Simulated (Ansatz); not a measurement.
# BaS: the cell at several levels of theory

An exercise on one series of results from a longer session: the logs are not shown, and one member is left open.

The runs shown are made with Ansatz 0.2.0. PAW datasets, plane waves, zero pressure. (Calculated; spin-unpolarised; the phase may be known or hypothetical.)

## Starting point

It is cubic, Pm-3m (No. 221); a = 3.977 Å in the conventional setting, 31.45 Å³ an atom. Ba has 8 S at 3.44 Å; S has 8 Ba at 3.44 Å.

The structure in full:

```
CELL_PARAMETERS angstrom
3.97694 0.00000 0.00000
0.00000 3.97694 0.00000
0.00000 0.00000 3.97694
ATOMIC_POSITIONS crystal
Ba 0.00000 0.00000 0.00000
S 0.50000 0.50000 0.50000
```

The first run:

The input, input.yaml:

```yaml
crystal:
  lattice:
    - [3.9769353011, 0.0, 0.0]
    - [0.0, 3.9769353011, 0.0]
    - [0.0, 0.0, 3.9769353011]
  atoms:
    - { symbol: Ba, position: [0.0, 0.0, 0.0] }
    - { symbol: S, position: [0.5, 0.5, 0.5] }
kpoints:
  mp_grid: { grid: [6, 6, 6] }
hamiltonian:
  xc: pbe
scf:
  occupations: { method: fermi_dirac, width: 0.02 }
relax:
  f_tol: 0.005
  cell: {}
output:
  write_density: true
  write_potential: true
  elf: true
  volumetric_format: npy
```

Launch:

```bash
> ansatz run input.yaml --threads 2 --pin off --max-ram 2211MiB --backend cpu --events-out ev --progress --plain --runs-dir out
```

Steps of the session up to this table: Relaxing with PBE; Relaxation with r2SCAN; Relaxing with PBEsol; Relaxation with LDA; HSE06: cell and atoms.

One of the session's tables, all rows but one given; the rest of the session is left out.

```
 level  a (Å)  volume (Å³/atom)
   PBE      ?                 ?
r2SCAN  3.834            28.174
PBEsol  3.771            26.804
   LDA  3.731            25.967
 HSE06  3.823            27.936
```

**Question.** Estimate the row for PBE.

The run gave: a (Å): 3.841; volume (Å³/atom): 28.343. In the column «a (Å)» it is the highest.

What this shows: From the start to the first minimum the volume moved by -9.9 %. LDA gives the smallest cell and PBE the largest; they differ by 9.1 % in volume, a mean of 3.0 % in length. The meshes differ: PBE 6×6×6, r2SCAN 6×6×6, PBEsol 6×6×6, LDA 6×6×6, HSE06 4×4×4.

Caveats from the session: Warnings in the runs' records: negative readings unjudged.
